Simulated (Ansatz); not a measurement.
# GaP (F-43m) in Ansatz: single point with PBE

Aim: the single point of GaP with PBE.

Program: Ansatz 0.2.0. These are calculated values, not measurements. Logs are shortened: lines on timing, memory, paths and dates and some standing lists are left out, and cuts for length are marked.

**What was measured.**

From “Stacking defects in GaP nanowires: Electronic structure and optical properties”, 2018, arxiv:1810.01194, for a bulk crystal of GaP at 10 K: band gap 2.34 eV (indirect).

The results are compared with them further down.

## 1. The crystal as given

It takes space group F-43m (No. 216, cubic). Conventional cell: a = 5.451 Å, b = 5.451 Å, c = 5.451 Å, α = 90.00°, β = 90.00°, γ = 90.00°. Ga (site symmetry -43m) is surrounded by 4 P at 2.36 Å. Around P (site symmetry -43m) lie 4 Ga at 2.36 Å.

## 2. Single point, PBE

input.yaml

```yaml
crystal:
  lattice:
    - [0.0, 2.72525, 2.72525]
    - [2.72525, 0.0, 2.72525]
    - [2.72525, 2.72525, 0.0]
  atoms:
    - { symbol: Ga, position: [0.0, 0.0, 0.0] }
    - { symbol: P, position: [0.75, 0.75, 0.75] }
hamiltonian:
  xc: pbe
  pseudopotentials: { kind: paw }
kpoints:
  mp_grid: { grid: [8, 8, 8] }
scf:
  occupations: { method: fermi_dirac, width: 0.05 }
basis:
  ecutwfc: "500 eV"
output:
  forces: true
  stress: true
  eigenvalues: true
```

Potentials or basis: Ansatz PAW.

Started as:

```
ansatz run input.yaml --threads 2 --pin off --max-ram 5120MiB --backend cpu --events-out ev --progress --plain --runs-dir out
```

Standard output:

```text
Warning: RAYON_NUM_THREADS=2 ignored (pool sized by the plan → 2); use --threads N
Engine: ansatz 0.2.0, aarch64-unknown-linux-gnu
Pseudopotentials: kind: paw
Pseudopotential: Ga, paw, valence charge 13, recommended cutoff 420 eV (normal), Ga.paw.azcp
Pseudopotential: P, paw, valence charge 5, recommended cutoff 420 eV (normal), P.paw.azcp
Functional definition: PBE
  parameter kappa = 0.804
  parameter beta = 0.06672455060314922
  exchange = pbe_x(kappa = kappa, mu = beta*pi^2/3)
  correlation = pbe_c(beta = beta)
Crystal: 2 atoms, lattice volume = 40.481 Å³
Basis set: ecut = 500 eV, 965 PW (Γ), exchange–correlation on 60×60×60 points (8 copies of the dense FFT grid, shifted against one another)
Bands: 13, of which v1, the nominal top of the filled ones, is band 9 counted from 1 (8 counted from 0)
Symmetry: 24 space group operations
Space group: F-43m (ITA 216), of the structure as read, at distance tolerance 3.4e-5 Å
k-points: 29 of 512 (time reversal used)
Non-local potential: Ga, projectors of the file, l = 0: 2, l = 1: 2, l = 2: 3, l = 3: 1
Non-local potential: P, projectors of the file, l = 0: 2, l = 1: 2, l = 2: 2
PAW form: soft (Blöchl's): semilocal exchange-correlation on the pseudo side does not see the compensation charge
PAW one-centre angular grid: Ga, 590 points (default); XC on 64 Gauss nodes
PAW one-centre angular grid: P, 110 points (default); XC on 64 Gauss nodes
Initial density: superposition of atomic densities (neutral atoms: chi_scale 0, normalization atom), corrected by the library's trained network
Initial wavefunctions: pseudopotential atomic-orbital guess
Functional: x = pbe(κ = 0.804, μ = 0.2195149727645171), c = pbe(β = 0.06672455060314922)
SCF iter   1: F=—  HF=-4539.550660 eV  |F-HF|=—  |Δ(HF+E_count)|=         —  Δρ=1.66e-3  dr2=1.39e-3  ethr=1.77e-3  ⟨swp⟩=6.1  Hψ=2475  notcnv=0
preconditioner: auto → none  [insulator: Δε(μ)=1.630 eV  Ē_g=15.513 eV  σ=0.050 eV  W_gap=1.00  n_scr=14 (ndim 8)  ℏωp=24.8 eV  f_vac=0.013  D(μ)=0.00/eV (n_scr^D=0)  ε∞_Penn≈3.5]
SCF iter   2: F=—  HF=-4539.549802 eV  |F-HF|=—  |Δ(HF+E_count)|=   8.58e-4  Δρ=1.09e-3  dr2=3.53e-4  ethr=7.74e-6  ⟨swp⟩=2.3  Hψ=931  notcnv=0
SCF iter   3: F=—  HF=-4539.549629 eV  |F-HF|=—  |Δ(HF+E_count)|=   1.73e-4  Δρ=3.15e-4  dr2=3.90e-5  ethr=1.96e-6  ⟨swp⟩=2.0  Hψ=628  notcnv=0
SCF iter   4: F=—  HF=-4539.549665 eV  |F-HF|=—  |Δ(HF+E_count)|=   3.58e-5  Δρ=1.12e-4  dr2=3.70e-6  ethr=2.16e-7  ⟨swp⟩=3.0  Hψ=638  notcnv=0
SCF iter   5: F=—  HF=-4539.549669 eV  |F-HF|=—  |Δ(HF+E_count)|=   4.60e-6  Δρ=3.14e-5  dr2=3.76e-7  ethr=2.05e-8  ⟨swp⟩=2.0  Hψ=638  notcnv=0
SCF iter   6: F=-4539.549670 eV  HF=-4539.549670 eV  |F-HF|=2.45e-8  |Δ(HF+E_count)|=   3.50e-7  Δρ=7.57e-6  dr2=1.46e-8  ethr=5.56e-10  ⟨swp⟩=7.0  Hψ=2053  notcnv=0
SCF 1 converged in 6 iterations: F = -4539.549670 eV  dr2 = 1.46e-8
SCF converged after 6 iterations
Free energy (F): -4539.549670 eV
Harris-Foulkes:  -4539.549670 eV  (|F-HF|=2.45e-8)
Internal energy: -4539.549670 eV  (E = F + TS)
E sigma→0 (E₀):  -4539.549670 eV
Fermi energy:    7.875607 eV
--- Per-component energies (eV) ---
  E_band       = -58.257396
  E_kinetic    = 186.252926
  E_local      = -2200.656807  (includes V_loc(G=0)·N_el)
  E_nonlocal   = 459.119260
  E_hartree    = 1017.742493
  E_xc         = -130.771374
  E_vxc        = -119.018278  (∫ρ·V_xc dr)
  E_paw        = -2558.591183  (= ΣΔE_a)
  E_vpaw       = -419.434956  (= ΣTr[D̂ρ^β])
  E_aug_tail   = -0.000042  (compensation charges beyond the density's cutoff)
  E_ewald      = -1312.644944
  E_smearing   = -0.000000  (= −TS)
  E_closure    = -0.000000  (closes the sum)
  Σ components = -4539.549670   (vs F -4539.549670, Δ=0.00e0)
--- Forces (eV/Å), atoms counted from 1 ---
  atom   1  Ga    -0.00000000     0.00000000     0.00000000
  atom   2  P      0.00000000    -0.00000000     0.00000000
  max |Σ_I F_I| component: 1.11e-16 eV/Å
--- Stress (GPa, compression-positive) ---
        2.502820       0.000000      -0.000000
        0.000000       2.502820       0.000000
        0.000000       0.000000       2.502820
  P = ⅓ Tr σ = 2.5028 GPa (25.028 kbar)
--- Band table (eV; the first three rows and the last of 29) ---
  k-point 0: bands = ["-7.4489", "-7.4489", "-7.4489", "-7.3493", "-7.3493", "-5.4066", "7.0851", "7.0851", "7.0851", "8.9140", "10.9707", "10.9707", "10.9707"]
  k-point 1: bands = ["-7.4628", "-7.4442", "-7.4442", "-7.3494", "-7.3494", "-5.2042", "5.4579", "6.8555", "6.8555", "9.5375", "11.3198", "11.3198", "11.5525"]
  k-point 2: bands = ["-7.4933", "-7.4341", "-7.4341", "-7.3481", "-7.3481", "-4.6306", "3.2108", "6.4228", "6.4228", "9.2433", "11.8250", "11.8250", "13.4324"]
  k-point 28: bands = ["-7.5482", "-7.4102", "-7.3891", "-7.3645", "-7.3406", "-2.3492", "0.5383", "3.5108", "3.6657", "11.7861", "11.9483", "13.1877", "13.2296"]
```

Run time: 0.96 s. Hardware: 2 threads of Arm Neoverse V2, shared host; peak memory 0.31 GiB.

Results:

```yaml
Free_energy: -4539.5497 eV
Pressure: 2.5 GPa
Band_gap_on_the_k_mesh: 1.64 eV, indirect (least direct gap 1.83 eV)
```

## 3. How close it comes

Step 2. Against the measured gap of GaP, 2.34 eV (indirect; 10 K; quoted in “Stacking defects in GaP nanowires: Electronic structure and optical properties”, 2018, arxiv:1810.01194), the calculated 1.64 eV is off by -0.70 eV. Spin-orbit coupling on Ga is left out. The value is that of PBE on a finite k mesh, which can miss the band edges, without temperature or zero-point motion. Semilocal functionals fall short of measured gaps as a rule.
